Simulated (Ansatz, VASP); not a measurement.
Two plane-wave programs on AlN

INCAR

```
SYSTEM = AlN
PREC     = Accurate       ! precision mode
ENCUT    = 520            ! plane-wave cutoff, eV
EDIFF    = 1E-6           ! SCF threshold, eV
ISMEAR   = 0              ! smearing method
SIGMA    = 0.05           ! smearing width, eV
LREAL    = .FALSE.        ! projectors in reciprocal space
LASPH    = .TRUE.         ! aspherical terms in the spheres
NELM     = 60             ! most SCF steps
ALGO     = Normal         ! electronic algorithm
ISIF     = 2              ! what is computed and relaxed
LWAVE    = .FALSE.        ! write WAVECAR
LCHARG   = .TRUE.         ! write CHGCAR
GGA      = PE             ! functional
LELF     = .TRUE.         ! ELF
LVHAR    = .TRUE.       
NBANDS   = 11             ! bands
```

KPOINTS

```
regular mesh
0
G
  10 10 10
  0 0 0
```

POSCAR

```
AlN
1.0
    0.0000000000      2.2562903708      2.2562903708
    2.2562903708      0.0000000000      2.2562903708
    2.2562903708      2.2562903708      0.0000000000
Al N
1 1
Direct
   -0.0045751888      0.0045751888      0.0045751888
    0.7588131387      0.7411868613      0.7411868613
```

Input for Ansatz:

```yaml
crystal:
  lattice:
    - [0.0, 2.2562903708, 2.2562903708]
    - [2.2562903708, 0.0, 2.2562903708]
    - [2.2562903708, 2.2562903708, 0.0]
  atoms:
    - { symbol: Al, position: [-0.0045751888, 0.0045751888, 0.0045751888] }
    - { symbol: "N", position: [0.7588131387, 0.7411868613, 0.7411868613] }
basis:
  ecutwfc: 520.0
kpoints:
  mp_grid: { grid: [10, 10, 10] }
hamiltonian:
  xc: pbe
  pseudopotentials: { kind: paw, azcp: { folder: soft_1 } }
scf:
  occupations: { method: gaussian, width: 0.05 }
output:
  forces: true
  stress: true
  eigenvalues: true
```

Change from the starting cell: mode 4 frozen in at -0.039 Å, equal normal strain along x, y and z +0.0250.

Alike in both runs: task single point; functional PBE; k mesh 10 × 10 × 10; occupations gaussian, width 0.05 eV; no spin polarisation.

```csv
,VASP,Ansatz
version,VASP 6.6.1,Ansatz 0.2.0
potentials or method,"VASP PAW PBE potentials, release 64 (Al, N)","scalar-relativistic, plane waves, PAW"
plane-wave cutoff (eV),520,520
valence electrons in the cell,8,8
```

```csv
,VASP,Ansatz,Ansatz less VASP
gap on the k mesh at the Fermi level (eV),3.11,3.11,+0.006
least direct gap on the mesh (eV),3.20,3.20,-0.003
pressure (GPa),-12.2,-12.0,+0.20
largest component of the traceless stress (GPa),1.91,1.91,-0.005
rms of the force components (eV/Å),0.382,0.382,-0.0007
```

Atom by atom the forces differ by 0.001 eV/Å (rms over components). The functional is the same, so the differences come from potentials, cutoffs and numerics.

A k mesh can miss the band edges.
